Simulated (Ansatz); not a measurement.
## Stiffness of GaN from strained cells

```xyz
2
Lattice="0.0000 1.9925 1.9925 1.9925 0.0000 1.9925 1.9925 1.9925 0.0000" Properties=species:S:1:pos:R:3 pbc="T T T"
Ga    1.9925    1.9925    1.9925
N     0.0000    0.0000    0.0000
```

Atoms are numbered in the order listed.

Conventional cell: a = 3.985 Å, b = 3.985 Å, c = 3.985 Å, α = 90.00°, β = 90.00°, γ = 90.00°. Ga (atom 1) has 6 N at 1.99 Å as nearest neighbours. N (atom 2) is surrounded by 6 Ga at 1.99 Å.

The cell comes from COD entry 1536825, which wasn't checked; take it as a given geometry.

All numbers below come from DFT, PBEsol, all-electron LAPW, scalar-relativistic (Ansatz 0.2.0).

The runs use a Γ-centred 13×13×13 k mesh, Fermi–Dirac smearing of 0.02 eV, basis error target 1 meV/atom, no spin polarisation.

The unstrained cell is at 58.8 GPa. Large strains and very small stresses are left out. Each strain is applied once, with fractional coordinates held (clamped ions), and σ below is the change of stress, positive in tension. One finite strain gives stress–strain coefficients at this pressure with an error of the order of the strain times third-order constants, a few per cent for each per cent of strain.

(1) With equal xy, yz and zx engineering shear strains of +1 %, the run gives σxy = 2.70 GPa and γxy = 2εxy = 0.0100. Which stiffness follows?

(2) Estimate the stiffness probed by this change, and the stress that it gives: equal xy, yz and zx engineering shear strains of -1 %.

## Answers

(1) C44 (clamped ions) = σxy/γxy = 270 GPa.

(2) σxy = -2.62 GPa and γxy = 2εxy = -0.0100, so C44 (clamped ions) = σxy/γxy = 262 GPa.
